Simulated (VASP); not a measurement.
# GaAs in VASP: notebook, part 2 of 2

VASP 6.6.1. The steps go on from the part before.

## 3. Single point, PBE, collinear spin, typed start

This run uses another cell than the first one, of 197.53 Å³/atom, 8.744 times its volume.

INCAR

```
PREC = Accurate
ENCUT = 520
EDIFF = 1E-7
ISMEAR = 0
SIGMA = 0.05
LREAL = F
LASPH = T
NELM = 150
ALGO = Normal
ISIF = 2
LWAVE = F
LCHARG = F
ISPIN = 2
MAGMOM = 0.5 0.5
LORBIT = 11
GGA = PE
NBANDS = 20
```

KPOINTS

```
regular mesh
0
Gamma
  1 1 15
```

POSCAR

```
GaAs
1.0
    9.0000000000      0.0000000000      0.0000000000
    0.0000000000      9.3000000000      0.0000000000
    0.0000000000      0.0000000000      4.7200595665
Ga As
1 1
Direct
    0.5000000000      0.5000000000      0.0000000000
    0.5000000000      0.5000000000      0.5000000000
```

Potentials or basis: VASP PAW PBE potentials, release 64 (Ga_d, As).

The run is started by

```console
> cat potpaw_PBE.64/Ga_d/POTCAR potpaw_PBE.64/As/POTCAR > POTCAR
> mpirun -np 1 vasp_std > vasp.out
```

OUTCAR:

```text
PREC = Accurate
   ENCUT = 520
   EDIFF = 1E-7
   ISMEAR = 0
   LREAL = F
   LASPH = T
   NELM = 150
   ISIF = 2
   ISPIN = 2
   LORBIT = 11
   GGA = PE

 ion  position               nearest neighbor table
   1  0.500  0.500  0.000-   2 2.36   2 2.36
   2  0.500  0.500  0.500-   1 2.36   1 2.36

  LATTYP: Found a simple orthorhombic cell.
 ALAT       =     4.7200595665
 B/A-ratio  =     1.9067555977
 C/A-ratio  =     1.9703141176

  Lattice vectors:

 A1 = (   0.0000000000,   0.0000000000,   4.7200595665)
 A2 = (   9.0000000000,   0.0000000000,   0.0000000000)
 A3 = (   0.0000000000,   9.3000000000,   0.0000000000)

Analysis of symmetry for initial positions (statically):
=====================================================================
 Subroutine PRICEL returns:
 Original cell was already a primitive cell.

 Routine SETGRP: Setting up the symmetry group for a
 simple orthorhombic supercell.

 Subroutine GETGRP returns: Found  8 space group operations
 (whereof  8 operations were pure point group operations)
 out of a pool of  8 trial point group operations.

The static configuration has the point symmetry D_2h.

Analysis of symmetry for dynamics (positions and initial velocities):
=====================================================================
 Subroutine PRICEL returns:
 Original cell was already a primitive cell.

 Routine SETGRP: Setting up the symmetry group for a
 simple orthorhombic supercell.

 Subroutine GETGRP returns: Found  8 space group operations
 (whereof  8 operations were pure point group operations)
 out of a pool of  8 trial point group operations.

The dynamic configuration has the point symmetry D_2h.

Analysis of structural, dynamic, and magnetic symmetry:
=====================================================================
 Subroutine PRICEL returns:
 Original cell was already a primitive cell.

 Routine SETGRP: Setting up the symmetry group for a
[... 132 lines left out ...]
  ext. energy  EPLUGINS =         0.00000000
  ---------------------------------------------------
  free energy    TOTEN  =        -5.45451864 eV

  energy without entropy =       -5.45075822  energy(sigma->0) =       -5.45263843

 E-fermi :  -4.1923     XC(G=0):  -2.3129

 val. band max:       -4.1930197081   @ k =   0.0000   0.0000   0.3333
 cond. band min:      -4.1915217351   @ k =   0.0000   0.0000   0.3333
 fundamental gap:      0.0014979730
 Fermi energy:        -4.1922707200

 spin component 1

 k-point     1 :       0.0000    0.0000    0.0000
  band No.  band energies     occupation
      1     -19.1414      1.00000
      2     -18.9316      1.00000
      3     -18.9316      1.00000
      4     -18.9215      1.00000
      5     -18.9214      1.00000
      6     -14.4539      1.00000
[... 160 lines left out ...]
      6     -14.1620      1.00000
[... 12 lines left out ...]
     19       3.4044      0.00000
     20       3.5357      0.00000
 Fermi energy:        -4.1922707200

 spin component 2

 k-point     1 :       0.0000    0.0000    0.0000
  band No.  band energies     occupation
      1     -19.1316      1.00000
      2     -18.9351      1.00000
      3     -18.9351      1.00000
      4     -18.9167      1.00000
      5     -18.9166      1.00000
      6     -14.0968      1.00000
[... 173 lines left out ...]
     19       3.5201      0.00000
     20       3.6427      0.00000

------------------------ aborting loop because EDIFF is reached ----------------------------------------

  FORCE on cell =-STRESS in cart. coord.  units (eV):
  Direction    XX          YY          ZZ          XY          YZ          ZX
  --------------------------------------------------------------------------------------
  -------------------------------------------------------------------------------------
  Total        0.0431297      0.0323313      0.1101490      0.0000000      0.0000000      0.0000000
  in kB        0.1749097      0.1311174      0.4467022      0.0000000      0.0000000      0.0000000
  external PRESSURE =       0.2509098 kB  Pullay stress =       0.0000000 kB

 VOLUME and BASIS-vectors are now :
 -----------------------------------------------------------------------------
  energy-cutoff  :      520.00
  volume of cell :      395.07
      direct lattice vectors                 reciprocal lattice vectors
     9.000000000  0.000000000  0.000000000     0.111111111  0.000000000  0.000000000
     0.000000000  9.300000000  0.000000000     0.000000000  0.107526882  0.000000000
     0.000000000  0.000000000  4.720059566     0.000000000  0.000000000  0.211861733

 POSITION                                       TOTAL-FORCE (eV/Angst)
 -----------------------------------------------------------------------------------
      4.50000      4.65000      0.00000         0.000000      0.000000      0.000000
      4.50000      4.65000      2.36003         0.000000      0.000000      0.000000
 -----------------------------------------------------------------------------------
    total drift:                                0.000000      0.000000      0.000000

  FREE ENERGIE OF THE ION-ELECTRON SYSTEM (eV)
  ---------------------------------------------------
  free  energy   TOTEN  =        -5.4545186425 eV

  energy  without entropy=       -5.4507582216  energy(sigma->0) =       -5.45263843

 total charge

# of ion       s       p       d       tot
------------------------------------------
    1        1.062   0.519   9.949  11.530
    2        1.270   1.432   0.016   2.718
--------------------------------------------------
tot          2.332   1.951   9.965  14.248

 magnetization (x)

# of ion       s       p       d       tot
------------------------------------------
    1       -0.007  -0.019   0.012  -0.014
    2        0.005   0.286  -0.000   0.291
--------------------------------------------------
tot         -0.002   0.268   0.012   0.277
```

OSZICAR:

```text
N       E                     dE             d eps       ncg     rms          rms(c)
DAV:   1     0.683515808487E+02    0.68352E+02   -0.65030E+03   760   0.602E+02
DAV:   2     0.175269057380E+01   -0.66599E+02   -0.63390E+02   792   0.133E+02
[... 15 lines left out ...]
DAV:  18    -0.545449135613E+01   -0.38385E-04   -0.29703E-06   640   0.649E-03    0.902E-04
DAV:  19    -0.545451360069E+01   -0.22245E-04   -0.24839E-06   640   0.550E-03    0.819E-04
DAV:  20    -0.545451562717E+01   -0.20265E-05   -0.18136E-07   684   0.159E-03    0.527E-04
DAV:  21    -0.545451768737E+01   -0.20602E-05   -0.18102E-07   660   0.137E-03    0.298E-04
DAV:  22    -0.545451868051E+01   -0.99314E-06   -0.14946E-07   620   0.983E-04    0.148E-04
DAV:  23    -0.545451864252E+01    0.37981E-07   -0.67402E-09   616   0.309E-04
   1 F= -.54545186E+01 E0= -.54526384E+01  d E =-.376042E-02  mag=     0.6667
```

stdout:

```text
POSCAR found type information on POSCAR GaAs
 POSCAR found :  2 types and       2 ions
 scaLAPACK will be used
 LDA part: xc-table for (Slater+PW92), standard interpolation
 POSCAR, INCAR and KPOINTS ok, starting setup
 FFT: planning ... GRIDC
 FFT: planning ... GRID_SOFT
 FFT: planning ... GRID
 WAVECAR not read
 entering main loop
```

Run time: 1.9 min. Hardware: 1 thread of Intel Xeon 6975P-C (Granite Rapids), shared host; peak memory 0.57 GiB.

Results:

| Item | Value |
| --- | --- |
| Free energy | -5.4545 eV |
| Band gap on the k mesh | none (metal or under the smearing width) |
| Net moment | 0.67 μB per cell |
| Site moments | Ga -0.01; As +0.29 μB |
| Valence electrons inside the program's atomic spheres | Ga 11.53; As 2.72 |

Levels at points of the mesh, in eV from the Fermi level:
Spin up:
| k point | band 7 | band 8 | band 9 | band 10 | band 11 | band 12 |
| --- | --- | --- | --- | --- | --- | --- |
| (0.00, 0.00, 0.00) | -2.99 | -2.07 | -1.09 | -1.09 | 4.06 | 4.65 |
Spin down:
```csv
k point,band 5,band 6,band 7,band 8,band 9,band 10,band 11,band 12,band 13,band 14
"(0.00, 0.00, 0.00)",-14.72,-9.90,-2.82,-1.96,-0.66,-0.66,4.14,4.85,4.87,5.43
```
